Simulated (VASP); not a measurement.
# LiH, relaxation of the atoms: which settings are enough?

LiH, P1 (no. 1), 8 atoms in the cell. PBE, relaxation of the atoms; PAW potentials Li_sv, H (PBE set). VASP 6.6.1.

Wanted: energy within 1 meV/atom; two shortest distances of each atom within 0.01 Å.

POSCAR:
```
LiH
1.0
    4.0735000000      0.0000000000      0.0000000000
    0.0000000000      4.0735000000      0.0000000000
    0.0000000000      0.0000000000      4.0735000000
Li H
4 4
Direct
    0.0109710000      0.0070640000      0.0015200000
    0.4829290000      0.5084880000      0.0034920000
    0.4959600000      0.0029740000      0.5021010000
    0.0100950000      0.4935730000      0.5051990000
    0.4925670000      0.4903190000      0.4877000000
    0.0152780000     -0.0062340000      0.4909260000
   -0.0082060000      0.4887160000     -0.0039610000
    0.5004050000      0.0151000000      0.0130230000
```

The series start from Force threshold EDIFFG (eV/Å): -0.02; Electronic threshold EDIFF (eV): 1e-6; Relaxation method: conjugate gradient, POTIM 0.5; Mixing and least electronic steps: default. Each series keeps the choices made before it, and each single choice may use up half of a tolerance.

## Force threshold EDIFFG (eV/Å)

| Force threshold EDIFFG (eV/Å) | Energy less reference (meV/atom) | Two shortest distances of each atom, largest deviation (Å) | SCF iterations | Time (s) |
|---|---|---|---|---|
| -0.1 | 0.5 | 0.019 | 37 | 12 |
| -0.05 | 0.0 | 0.006 | 47 | 15 |
| -0.03 | 0.0 | 0.006 | 47 | 15 |
| -0.02 | 0.0 | 0.006 | 47 | 13 |
| -0.01 | 0.0 | 0.001 | 55 | 17 |
| -0.005 | 0.0 | 0.001 | 55 | 17 |
| -0.002 (reference) | 0.0 | 0.000 | 60 | 18 |

Chosen: -0.01, the loosest value from which every tighter one stays within half of the tolerance.

## Electronic threshold EDIFF (eV)

| Electronic threshold EDIFF (eV) | Energy less reference (meV/atom) | Two shortest distances of each atom, largest deviation (Å) | SCF iterations | Time (s) |
|---|---|---|---|---|
| 0.001 | 0.0 | 0.002 | 37 | 13 |
| 0.0001 | 0.0 | 0.000 | 42 | 14 |
| 1e-5 | 0.0 | 0.000 | 49 | 15 |
| 1e-6 | 0.0 | 0.001 | 55 | 17 |
| 1e-7 (reference) | 0.0 | 0.000 | 68 | 19 |

Chosen: 0.001.

## Relaxation method

| Relaxation method | Energy less reference (meV/atom) | Two shortest distances of each atom, largest deviation (Å) | SCF iterations | Time (s) |
|---|---|---|---|---|
| conjugate gradient, POTIM 0.5 | 0.0 | 0.000 | 37 | 13 |
| conjugate gradient, POTIM 0.2 | 0.0 | 0.001 | 35 | 11 |
| conjugate gradient, POTIM 1.0 | 0.0 | 0.002 | 28 | 8.6 |
| quasi-Newton, POTIM 0.5 | 0.0 | 0.001 | 35 | 11 |
| quasi-Newton, POTIM 0.3, 10 steps kept | 0.0 | 0.002 | 27 | 8.4 |
| quasi-Newton, POTIM 0.5, at least 5 electronic steps | 0.0 | 0.002 | 39 | 9.9 |
| damped dynamics, POTIM 0.2, SMASS 0.4 | 0.0 | 0.001 | 48 | 16 |
| damped dynamics, POTIM 0.4, SMASS 0.8 | 0.0 | 0.002 | 36 | 12 |
| velocity quench, POTIM 0.1 | 0.0 | 0.001 | 45 | 14 |

Chosen: quasi-Newton, POTIM 0.3, 10 steps kept, the fastest of those that stay within half of the tolerance.

## Mixing and least electronic steps

| Mixing and least electronic steps | Energy less reference (meV/atom) | Two shortest distances of each atom, largest deviation (Å) | SCF iterations | Time (s) |
|---|---|---|---|---|
| default | 0.0 | 0.000 | 27 | 8.4 |
| MAXMIX 40 | 0.0 | 0.002 | 31 | 9.8 |
| NELMIN 4 | 0.0 | 0.003 | 37 | 10 |
| NELMIN 4, MAXMIX 40 | 0.0 | 0.001 | 33 | 8.9 |
| ALGO Fast | 0.0 | 0.001 | 54 | 17 |

Chosen: default; no other choice that stays within half of the tolerance saves 30 % of the time.

## All choices together

| Input | Energy less reference (meV/atom) | Two shortest distances of each atom, largest deviation (Å) | Time (s) |
|---|---|---|---|
| program defaults (naive) | 0.0 | 0.007 | 9.9 |
| chosen settings | 0.0 | 0.004 | 8.4 |
| reference settings throughout | 0.0 | 0.000 | 20 |

The tolerance is met.

## The input

INCAR:
```
  ALGO = Normal
  EDIFF = 0.001
  EDIFFG = -0.01
  ENCUT = 600
  IBRION = 1
  ISIF = 2
  ISMEAR = 0
  KPAR = 4
  LASPH = True
  LCHARG = False
  LREAL = False
  LWAVE = False
  NELM = 100
  NFREE = 10
  NSW = 150
  POTIM = 0.3
  PREC = Normal
  SIGMA = 0.05
```

KPOINTS:
```
k-points
0
Gamma
  4 4 4
```

Commands:
```
cat potpaw_PBE.64/Li_sv/POTCAR potpaw_PBE.64/H/POTCAR > POTCAR
mpirun -np 4 vasp_std > vasp.out
```

The naive input happens to agree within the tolerance here, in 9.9 s.

Limits: the start was distorted on purpose (atoms moved at random), so the space group given is the start's and not the crystal's.

The chosen input took VASP 6.6.1 8.4 s on 4 cores (Intel Xeon Platinum 8488C (Sapphire Rapids)), a shared host.

## An input that fails: ionic step far too long

VASP's message: EDDAV: Call to ZHEGV failed. Returncode = 6 2 10.

Changes against the starting input:
```
- NELM = 100
- IBRION = 2
- NSW = 150
- POTIM = 0.5
+ NELM = 60
+ IBRION = 3
+ NSW = 30
+ POTIM = 5.0
+ SMASS = 0.4
```
